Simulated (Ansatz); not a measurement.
KCl built on the h-MgO prototype, relaxed with r2SCAN in Ansatz: the symmetry is P6_3/mmc (No. 194, hexagonal); a = 5.344 Å, c = 6.239 Å in the conventional setting, 38.57 Å³ an atom. K is surrounded by 5 Cl at 3.09–3.12 Å; Cl is surrounded by 5 K at 3.09–3.12 Å. The primitive cell holds 4 atoms in 154.29 Å³. Spin-unpolarised throughout. Whether this structure exists isn't addressed.

Computed values: PBE gives a gap of 4.77 eV and PBE0 (25 % exact exchange) 6.76 eV; one over PBE's mean ε∞ is 0.493. HSE06 (6×6×4) gives a least gap of 6.02 eV, direct.

What is the density?
The cell holds 2 K, 2 Cl: M = 2×39.098 + 2×35.450 = 149.10 u in V = 154.29 Å³. ρ = 1.66054 × M/V = 1.66054 × 149.10/154.29 = 1.605 g/cm³, for the static r2SCAN lattice.

Taking the gap as linear in the share of unscreened exchange, estimate the gap of the hybrid whose share is 1/ε∞.
The slope is (6.76 − 4.77)/0.25 = 7.96 eV per unit share, so E_g ≈ 4.77 + 7.96 × 0.493 = 8.69 eV. The run with that share gives 8.74 eV (6×6×4 mesh), +0.05 eV from the straight line.

At what wavelength does absorption set in by HSE06, excitons left aside?
λ = 1239.84 eV nm/E: 206 nm for the least gap. That lies in the ultraviolet, so by this gap the crystal is transparent to visible light.

The meshes of the hybrids are coarse, so their gaps aren't converged to the digits shown.
